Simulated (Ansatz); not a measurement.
# Field gradients at the nuclei in SiO2

The cell is a Materials Project structure (computed, not necessarily an observed phase), atoms as given.

Space group P-4m2 (No. 115); a = 6.9114, c = 6.4185 Å.

```
site  Wyckoff  site symmetry       x       y       z
 Si1       4j            .m.  0.2696  0.0000  0.1194
 Si5       1d           -4m2  0.0000  0.0000  0.5000
  O6       4j            .m.  0.1917  0.0000  0.3564
 O10       4h            ..2  0.1911  0.1911  0.0000
 O14       2g           2mm.  0.5000  0.0000  0.1205
```

One atom of each set is listed.

The numbers come from a DFT calculation in Ansatz (r2SCAN, plane waves and PAW, scalar-relativistic, 500 eV cutoff, Γ-centred 4×4×4 k-points, Fermi–Dirac smearing 0.02 eV).

V_zz is the principal component of the electric field gradient with the largest magnitude, η = (V_xx − V_yy)/V_zz and C_Q = eQV_zz/h. ν_Q = 3|C_Q|/[2I(2I − 1)].

¹⁷O: I = 5/2, Q = -25.58 mb. Q values from Pyykkö, Mol. Phys. 116, 1328 (2018).

| site | atoms | first shell | C_Q (MHz) | η | ν_Q (MHz) |
| --- | --- | --- | --- | --- | --- |
| O6 | 4 | 2 Si at 1.61 Å, angle 144° | -5.70 | 0.21 | 0.855 |
| O10 | 4 | 2 Si at 1.62 Å, angle 140° | -5.56 | 0.27 | 0.834 |
| O14 | 2 | 2 Si at 1.59 Å, angle 179° | -6.36 | 0.02 | 0.954 |

At O6 and O10 V_zz runs parallel to the line that joins its two neighbours (within 1°) in each case. At O14 V_zz points along the line of its two bonds (within 1°).

Si has no stable isotope with a ground-state quadrupole moment in the table, so these sites are left out.
